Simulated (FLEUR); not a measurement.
# Ge (P6_3/mmc) in FLEUR: a series of runs, part 2 of 2

FLEUR MaX-R8.1 (later development tree). Earlier steps stand in the parts before.

## (3) Band structure, LDA

inp.xml

```xml
<?xml version="1.0" encoding="UTF-8" standalone="no"?>
<fleurInput fleurInputVersion="0.39">
   <comment>
      Ge                                                                                                  
   </comment>
   <calculationSetup>
      <cutoffs Kmax="4.56" Gmax="14.1" GmaxXC="14.1" numbands="0"/>
      <scfLoop itmax="60" minDistance="0.00001" maxIterBroyd="15" imix="Anderson" alpha="0.05" precondParam="0.0" spinf="2.0" sdNocoIR="T"/>
      <coreElectrons ctail="T" frcor="F" kcrel="0" coretail_lmax="0"/>
      <xcFunctional name="vwn" relativisticCorrections="F"/>
      <magnetism jspins="1"/>
      <soc l_soc="F" theta="0.0" phi="0.0" spav="F"/>
      <expertModes spex="0" secvar="F"/>
      <geometryOptimization l_f="F" forcealpha="1.0" forcemix="BFGS" epsdisp="0.00001" epsforce="0.00001"/>
      <ldaU l_linMix="F" mixParam="0.05" spinf="1.0"/>
   </calculationSetup>
   <cell>
      <bzIntegration valenceElectrons="88.0" mode="hist" fermiSmearingEnergy="0.00183747">
         <kPointListSelection listName="default-1"/>
         <!-- k-points included here -->
         <xi:include xmlns:xi="http://www.w3.org/2001/XInclude" href="kpts.xml"> </xi:include>
      </bzIntegration>
      <!-- symmetry operations included here -->
      <xi:include xmlns:xi="http://www.w3.org/2001/XInclude" href="sym.xml"> </xi:include>
      <bulkLattice scale="1.0">
         <bravaisMatrix>
            <row-1>    7.5543424030371860     0.0000000000000000     0.0000000000000000</row-1>
            <row-2>   -3.7771712016130796     6.5422524300416010     0.0000000000000000</row-2>
            <row-3>    0.0000000000000000     0.0000000000000000    12.4710169182241923</row-3>
         </bravaisMatrix>
      </bulkLattice>
   </cell>
   <atomSpecies>
      <species name="Germanium (Ge)" element="Ge" atomicNumber="32">
         <mtSphere radius="2.15" gridPoints="711" logIncrement="0.017"/>
         <atomicCutoffs lmax="9" lnonsphr="9"/>
         <electronConfig flipSpins="F">
            <coreConfig>(1s1/2) (2s1/2) (2p1/2) (2p3/2)</coreConfig>
            <valenceConfig>(3s1/2) (3p1/2) (3p3/2) (4s1/2) (3d3/2) (3d5/2) (4p1/2) (4p3/2)</valenceConfig>
            <stateOccupation state="(4p1/2)" spinUp="0.333333" spinDown="0.333333"/>
            <stateOccupation state="(4p3/2)" spinUp="0.666667" spinDown="0.666667"/>
         </electronConfig>
         <energyParameters s="4" p="4" d="3" f="4"/>
         <lo type="SCLO" l="0" n="3" eDeriv="0"/>
         <lo type="SCLO" l="1" n="3" eDeriv="0"/>
         <lo type="SCLO" l="1" n="3" eDeriv="1"/>
         <lo type="HELO" l="2" n="4" eDeriv="0"/>
         <lo type="HELO" l="2" n="4" eDeriv="1"/>
         <lo type="SCLO" l="3" n="4" eDeriv="2"/>
      </species>
   </atomSpecies>
   <atomGroups>
      <atomGroup species="Germanium (Ge)">
         <relPos label="                   1">1.000/3.000 -1.000/3.000 -.0629012500</relPos>
         <relPos label="                   2">-1.000/3.000 1.000/3.000 .4370987500</relPos>
         <relPos label="                   3">1.000/3.000 -1.000/3.000 -.4370987500</relPos>
         <relPos label="                   4">-1.000/3.000 1.000/3.000 .0629012500</relPos>
         <force calculate="T" relaxXYZ="TTT"/>
      </atomGroup>
   </atomGroups>
   <output dos="F" band="F" slice="F">
      <checks vchk="F" cdinf="F"/>
      <bandDOS minEnergy="-.5*Htr" maxEnergy="0.5*Htr" sigma="0.015" storeEVData="T"/>
      <vacuumDOS vacdos="F" integ="F" star="F" nstars="0" locx1="0.0" locy1="0.0" locx2="0.0" locy2="0.0" nstm="0" tworkf="0.0"/>
      <unfoldingBand unfoldBand="F" supercellX="1" supercellY="1" supercellZ="1"/>
      <plotting iplot="0" polar="F">
         <plot TwoD="T" vec1="  1.0  0.0  0.0" vec2="  0.0  1.0  0.0" vec3="  0.0  0.0  1.0" zero="  0.0  0.0  0.0" file="plot"/>
      </plotting>
      <chargeDensitySlicing numkpt="0" minEigenval="0.0" maxEigenval="0.0" nnne="0" pallst="F"/>
      <specialOutput eonly="F"/>
      <moessbauerParams electricFieldGradient="T" isomerShift="T" coreHyperfine="T" valenceHyperfine="T"/>
      <magneticCircularDichroism mcd="F" energyLo="-10.0" energyUp="0.0"/>
   </output>
  <!-- We include the file relax.xml here to enable relaxations (see documentation) -->
  <xi:include xmlns:xi="http://www.w3.org/2001/XInclude" href="relax.xml"> <xi:fallback/> </xi:include>
</fleurInput>
```

crystal.txt

```
Ge
&input cartesian=F /
3.9975858431  0.0000000000  0.0000000000
-1.9987929216  3.4620108940  0.0000000000
0.0000000000  0.0000000000  6.5993779500
1.8897261246
1.0 1.0 1.0

4
32 0.3333333334  0.6666666668  0.9370987500
32 0.6666666668  0.3333333334  0.4370987500
32 0.3333333334  0.6666666668  0.5629012500
32 0.6666666668  0.3333333334  0.0629012500

&kpt div1=8 div2=8 div3=4 gamma=T /
```

inp.xml (bands)

```
<?xml version="1.0" encoding="UTF-8" standalone="no"?>
<fleurInput fleurInputVersion="0.39">
   <comment>
      Ge                                                                                                  
   </comment>
   <calculationSetup>
      <cutoffs Kmax="4.56" Gmax="14.1" GmaxXC="14.1" numbands="0"/>
      <scfLoop itmax="60" minDistance="0.00001" maxIterBroyd="15" imix="Anderson" alpha="0.05" precondParam="0.0" spinf="2.0" sdNocoIR="T"/>
      <coreElectrons ctail="T" frcor="F" kcrel="0" coretail_lmax="0"/>
      <xcFunctional name="vwn" relativisticCorrections="F"/>
      <magnetism jspins="1"/>
      <soc l_soc="F" theta="0.0" phi="0.0" spav="F"/>
      <expertModes spex="0" secvar="F"/>
      <geometryOptimization l_f="F" forcealpha="1.0" forcemix="BFGS" epsdisp="0.00001" epsforce="0.00001"/>
      <ldaU l_linMix="F" mixParam="0.05" spinf="1.0"/>
   </calculationSetup>
   <cell>
      <bzIntegration valenceElectrons="88.0" mode="hist" fermiSmearingEnergy="0.00183747">
         <kPointListSelection listName="path-1"/>
         <!-- k-points included here -->
         <xi:include xmlns:xi="http://www.w3.org/2001/XInclude" href="kpts.xml"> </xi:include>
      </bzIntegration>
      <!-- symmetry operations included here -->
      <xi:include xmlns:xi="http://www.w3.org/2001/XInclude" href="sym.xml"> </xi:include>
      <bulkLattice scale="1.0">
         <bravaisMatrix>
            <row-1>    7.5543424030371860     0.0000000000000000     0.0000000000000000</row-1>
            <row-2>   -3.7771712016130796     6.5422524300416010     0.0000000000000000</row-2>
            <row-3>    0.0000000000000000     0.0000000000000000    12.4710169182241923</row-3>
         </bravaisMatrix>
      </bulkLattice>
   </cell>
   <atomSpecies>
      <species name="Germanium (Ge)" element="Ge" atomicNumber="32">
         <mtSphere radius="2.15" gridPoints="711" logIncrement="0.017"/>
         <atomicCutoffs lmax="9" lnonsphr="9"/>
         <electronConfig flipSpins="F">
            <coreConfig>(1s1/2) (2s1/2) (2p1/2) (2p3/2)</coreConfig>
            <valenceConfig>(3s1/2) (3p1/2) (3p3/2) (4s1/2) (3d3/2) (3d5/2) (4p1/2) (4p3/2)</valenceConfig>
            <stateOccupation state="(4p1/2)" spinUp="0.333333" spinDown="0.333333"/>
            <stateOccupation state="(4p3/2)" spinUp="0.666667" spinDown="0.666667"/>
         </electronConfig>
         <energyParameters s="4" p="4" d="3" f="4"/>
         <lo type="SCLO" l="0" n="3" eDeriv="0"/>
         <lo type="SCLO" l="1" n="3" eDeriv="0"/>
         <lo type="SCLO" l="1" n="3" eDeriv="1"/>
         <lo type="HELO" l="2" n="4" eDeriv="0"/>
         <lo type="HELO" l="2" n="4" eDeriv="1"/>
         <lo type="SCLO" l="3" n="4" eDeriv="2"/>
      </species>
   </atomSpecies>
   <atomGroups>
      <atomGroup species="Germanium (Ge)">
         <relPos label="                   1">1.000/3.000 -1.000/3.000 -.0629012500</relPos>
         <relPos label="                   2">-1.000/3.000 1.000/3.000 .4370987500</relPos>
         <relPos label="                   3">1.000/3.000 -1.000/3.000 -.4370987500</relPos>
         <relPos label="                   4">-1.000/3.000 1.000/3.000 .0629012500</relPos>
         <force calculate="T" relaxXYZ="TTT"/>
      </atomGroup>
   </atomGroups>
   <output dos="F" band="T" slice="F">
      <checks vchk="F" cdinf="F"/>
      <bandDOS minEnergy="-.5*Htr" maxEnergy="0.5*Htr" sigma="0.015" storeEVData="T"/>
      <vacuumDOS vacdos="F" integ="F" star="F" nstars="0" locx1="0.0" locy1="0.0" locx2="0.0" locy2="0.0" nstm="0" tworkf="0.0"/>
      <unfoldingBand unfoldBand="F" supercellX="1" supercellY="1" supercellZ="1"/>
      <plotting iplot="0" polar="F">
         <plot TwoD="T" vec1="  1.0  0.0  0.0" vec2="  0.0  1.0  0.0" vec3="  0.0  0.0  1.0" zero="  0.0  0.0  0.0" file="plot"/>
      </plotting>
      <chargeDensitySlicing numkpt="0" minEigenval="0.0" maxEigenval="0.0" nnne="0" pallst="F"/>
      <specialOutput eonly="F"/>
      <moessbauerParams electricFieldGradient="T" isomerShift="T" coreHyperfine="T" valenceHyperfine="T"/>
      <magneticCircularDichroism mcd="F" energyLo="-10.0" energyUp="0.0"/>
   </output>
  <!-- We include the file relax.xml here to enable relaxations (see documentation) -->
  <xi:include xmlns:xi="http://www.w3.org/2001/XInclude" href="relax.xml"> <xi:fallback/> </xi:include>
</fleurInput>
```

Potentials or basis: all-electron, FLAPW.

On the command line:

```console
$ inpgen -f crystal.txt -profile fastHighL
$ # inp.xml edited to the form shown
$ mpirun -n 4 fleur_MPI -pe_per_kpt 1
$ mpirun -n 4 fleur_MPI -pe_per_kpt 1   # second run, on inp.xml (bands)
```

Wall time 2.4 min (4 MPI ranks of Intel Xeon at 2.50GHz (Skylake/Cascade Lake), shared host).

The run converged. Its results:

```
Free energy                                           : -228160.7315 eV
Band gap along the path                               : none (metal or under the smearing width)
Valence electrons inside the program's atomic spheres : Ge 19.98 (radii Ge 2.15 bohr)
```

Levels at the corners of the path, in eV from the Fermi level:
| point | band 41 | band 42 | band 43 | band 44 | band 45 | band 46 | band 47 | band 48 |
| --- | --- | --- | --- | --- | --- | --- | --- | --- |
| Γ | -1.41 | -0.16 | -0.15 | -0.10 | 0.18 | 0.18 | 2.30 | 2.30 |
| M | -4.52 | -3.00 | -2.76 | -1.38 | 0.51 | 1.61 | 3.55 | 3.75 |
| K | -4.93 | -3.41 | -3.41 | -3.14 | 1.47 | 4.54 | 4.54 | 5.07 |
| Γ | -1.41 | -0.16 | -0.15 | -0.10 | 0.18 | 0.18 | 2.30 | 2.30 |
| A | -0.79 | -0.79 | -0.79 | -0.79 | 0.63 | 0.63 | 3.40 | 3.40 |
| L | -2.49 | -2.49 | -2.34 | -2.34 | 0.49 | 0.49 | 2.13 | 2.13 |
| H | -4.23 | -4.23 | -1.96 | -1.96 | 1.23 | 1.23 | 4.11 | 4.11 |
| A | -0.79 | -0.79 | -0.79 | -0.79 | 0.63 | 0.63 | 3.40 | 3.40 |
| L | -2.49 | -2.49 | -2.34 | -2.34 | 0.49 | 0.49 | 2.13 | 2.13 |
| M | -4.52 | -3.00 | -2.76 | -1.38 | 0.51 | 1.61 | 3.55 | 3.75 |
| K | -4.93 | -3.41 | -3.41 | -3.14 | 1.47 | 4.54 | 4.54 | 5.07 |
| H | -4.23 | -4.23 | -1.96 | -1.96 | 1.23 | 1.23 | 4.11 | 4.11 |

Core levels (eV from the Fermi level):
```tsv
atom	levels
1 Ge	1s1/2 -10933.3, 2s1/2 -1364.2, 2p1/2 -1214.3, 2p3/2 -1182.5
2 Ge	1s1/2 -10933.3, 2s1/2 -1364.2, 2p1/2 -1214.3, 2p3/2 -1182.5
3 Ge	1s1/2 -10933.3, 2s1/2 -1364.2, 2p1/2 -1214.3, 2p3/2 -1182.5
4 Ge	1s1/2 -10933.3, 2s1/2 -1364.2, 2p1/2 -1214.3, 2p3/2 -1182.5
```

## (4) Equation of state, LDA, 21.46 Å³/atom (volume scaled by 0.94)

Changes to inp.xml since step 3:

```diff
@@ -6,3 +6,3 @@
    <calculationSetup>
-      <cutoffs Kmax="4.56" Gmax="14.1" GmaxXC="14.1" numbands="0"/>
+      <cutoffs Kmax="4.71" Gmax="14.6" GmaxXC="14.6" numbands="0"/>
       <scfLoop itmax="60" minDistance="0.00001" maxIterBroyd="15" imix="Anderson" alpha="0.05" precondParam="0.0" spinf="2.0" sdNocoIR="T"/>
@@ -24,3 +24,3 @@
       <xi:include xmlns:xi="http://www.w3.org/2001/XInclude" href="sym.xml"> </xi:include>
-      <bulkLattice scale="1.0">
+      <bulkLattice scale="0.9795861087">
          <bravaisMatrix>
@@ -34,3 +34,3 @@
       <species name="Germanium (Ge)" element="Ge" atomicNumber="32">
-         <mtSphere radius="2.15" gridPoints="711" logIncrement="0.017"/>
+         <mtSphere radius="2.08" gridPoints="711" logIncrement="0.017"/>
          <atomicCutoffs lmax="9" lnonsphr="9"/>
```

On the command line:

```console
$ inpgen -f crystal.txt -profile fastHighL
$ # inp.xml edited to the form shown
$ fleur_MPI
```

Wall time 3.3 min (1 thread of Arm Neoverse V2, shared host); peak memory 0.12 GiB.

The run converged. Its results:

```
Free energy                                           : -228160.7226 eV
Band gap on the k mesh                                : none (metal or under the smearing width)
Valence electrons inside the program's atomic spheres : Ge 19.83 (radii Ge 2.08 bohr)
```

## (5) Equation of state, LDA, 21.92 Å³/atom (volume scaled by 0.96)

Changes to inp.xml since step 4:

```diff
@@ -24,3 +24,3 @@
       <xi:include xmlns:xi="http://www.w3.org/2001/XInclude" href="sym.xml"> </xi:include>
-      <bulkLattice scale="0.9795861087">
+      <bulkLattice scale="0.9864848297">
          <bravaisMatrix>
```

On the command line:

```console
$ inpgen -f crystal.txt -profile fastHighL
$ # inp.xml edited to the form shown
$ fleur_MPI
```

It took 3.7 min on 1 thread of Arm Neoverse V2, shared host; peak memory 0.13 GiB.

Results (log left out):

```yaml
Free_energy: -228160.7410 eV
Band_gap_on_the_k_mesh: none (metal or under the smearing width)
Valence_electrons_inside_the_program's_atomic_spheres: Ge 19.82 (radii Ge 2.08 bohr)
```

## (6) Equation of state, LDA, 22.83 Å³/atom

Changes to inp.xml since step 5:

```diff
@@ -24,3 +24,3 @@
       <xi:include xmlns:xi="http://www.w3.org/2001/XInclude" href="sym.xml"> </xi:include>
-      <bulkLattice scale="0.9864848297">
+      <bulkLattice scale="1.0000000000">
          <bravaisMatrix>
```

Potentials or basis: all-electron, FLAPW.

On the command line:

```console
$ inpgen -f crystal.txt -profile fastHighL
$ # inp.xml edited to the form shown
$ fleur_MPI
```

Run time: 3.7 min. Hardware: 1 thread of Arm Neoverse V2, shared host; peak memory 0.13 GiB.

Results (log left out):

* Free energy: -228160.7264 eV
* Band gap on the k mesh: 0.15 eV, indirect (least direct gap 0.24 eV)
* Valence electrons inside the program's atomic spheres: Ge 19.79 (radii Ge 2.08 bohr)

## (7) Equation of state, LDA, 23.75 Å³/atom (volume scaled by 1.04)

Changes to inp.xml since step 6:

```diff
@@ -24,3 +24,3 @@
       <xi:include xmlns:xi="http://www.w3.org/2001/XInclude" href="sym.xml"> </xi:include>
-      <bulkLattice scale="1.0000000000">
+      <bulkLattice scale="1.0131594038">
          <bravaisMatrix>
```

On the command line:

```console
$ inpgen -f crystal.txt -profile fastHighL
$ # inp.xml edited to the form shown
$ fleur_MPI
```

Wall time 3.8 min (1 thread of Arm Neoverse V2, shared host); peak memory 0.14 GiB.

Results (log left out):

```
Free energy                                           : -228160.6553 eV
Band gap on the k mesh                                : none (metal or under the smearing width)
Valence electrons inside the program's atomic spheres : Ge 19.76 (radii Ge 2.08 bohr)
```

## (8) Equation of state, LDA, 24.20 Å³/atom (volume scaled by 1.06)

Changes to inp.xml since step 7:

```diff
@@ -24,3 +24,3 @@
       <xi:include xmlns:xi="http://www.w3.org/2001/XInclude" href="sym.xml"> </xi:include>
-      <bulkLattice scale="1.0131594038">
+      <bulkLattice scale="1.0196128224">
          <bravaisMatrix>
```

On the command line:

```console
$ inpgen -f crystal.txt -profile fastHighL
$ # inp.xml edited to the form shown
$ fleur_MPI
```

It took 4 min on 1 thread of Arm Neoverse V2, shared host; peak memory 0.14 GiB.

It converged, with:

- Free energy: -228160.6019 eV
- Band gap on the k mesh: none (metal or under the smearing width)
- Valence electrons inside the program's atomic spheres: Ge 19.75 (radii Ge 2.08 bohr)

## (9) Equation of state, LDA

Potentials or basis: all-electron, FLAPW.

No new run: the results of the series are fitted here.

Results:

* Equilibrium volume: 22.16 Å³/atom
* Bulk modulus at fixed shape and positions: 71 GPa
* Pressure derivative of the bulk modulus: 4.4 (rough: it moves with the points fitted)

Energy against volume, from the lowest point:
| volume (Å³/atom) | energy (meV/atom) |
| --- | --- |
| 21.463 | 4.59 |
| 21.920 | 0.00 |
| 22.833 | 3.64 |
| 23.747 | 21.42 |
| 24.203 | 34.76 |

Caveat: the cell was scaled at fixed shape and fractional positions, which overstates the stiffness of a crystal with free parameters, most of all of layers and chains.
